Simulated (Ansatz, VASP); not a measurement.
## Zr: VASP beside Ansatz

```
Zr
1.0
     3.14275    0.00000    0.00000
    -1.57138    2.72171    0.00000
     0.00000    0.00000   25.18328
Zr
5
Cartesian
  0.0000 1.8145 7.6163
  1.5714 0.9072 9.9965
  0.0000 1.8145 12.5916
  1.5714 0.9072 15.1867
  0.0000 1.8145 17.5670
```

Alike in both runs: functional LDA; k mesh 12 × 12 × 1; occupations gaussian, width 0.1 eV; no spin polarisation.

Ansatz relaxed the structure, and its values are those at the end. VASP's run is a single point on that final structure, the one shown.

```csv
,VASP,Ansatz
version,VASP 6.6.1,Ansatz 0.2.0
potentials or method,"VASP PAW LDA potentials, release 64 (Zr_sv)","scalar-relativistic, plane waves, PAW"
plane-wave cutoff (eV),520,420
valence electrons in the cell,60,60
```

VASP gave:

| Quantity | Value |
| --- | --- |
| gap on the k mesh at the Fermi level (eV) | none |
| rms of the force components (eV/Å) | 0.009 |
| work function, face that differs most (eV) | 4.33 |

Q: Estimate Ansatz's values.

A: gap on the k mesh at the Fermi level (eV): none; rms of the force components (eV/Å): 0.004; work function, face that differs most (eV): 4.43.

A gap of «none» marks a metal or a gap that the smearing closes. Ansatz warned: «vacuum_density_over_bound».
